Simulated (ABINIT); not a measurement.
Here is an ABINIT 10.8.3 (patched build) calculation.

run.abi

```
# Pseudopotentials
pp_dirpath "./"
pseudos "Na.GGA_PBE-JTH.xml"

# Structure
acell 3.7836587938 3.707755279 3.7488490715 Angstrom
rprim
    -0.5043414600     0.5149423101     0.6931623973
     0.5004653383    -0.5192751018     0.6927393549
     0.5059939634     0.5105526959    -0.6952021675
ntypat 1
znucl 11
natom 1
typat 1
xred
    -0.0019830000    -0.0049790000    -0.0170240000
chkprim 0
chksymtnons 0
tolsym 1.0e-6

# Plane-wave basis
ecut 40.0
pawecutdg 62.0

# k points
kptopt 1
ngkpt 10 10 10
nshiftk 1
shiftk 0.0 0.0 0.0

# Exchange and correlation
ixc 11

# Bands and occupations
nband 9
occopt 3
tsmear 0.05 eV

# SCF cycle
nstep 100
tolvrs 1.0e-9

# Output
iomode 3
prtwf 0
prteig 0
prtebands 0
enunit 1
prtden 1
prtvha 1
prtvclmb 1
prtpot 1
```

Potentials or basis: JTH PAW PBE v2.0.

Run with:

```sh
$ abinit run.abi > log 2>&1
```

Question: Predict the band gap on the k mesh.

Answer: None (metal or under the smearing width).

Question: What does it give for the pressure?

Answer: -0.1 GPa.

Stress tensor (GPa, compression positive):
```
 0.06  0.01  0.07
 0.01 -0.26 -0.06
 0.07 -0.06 -0.12
```
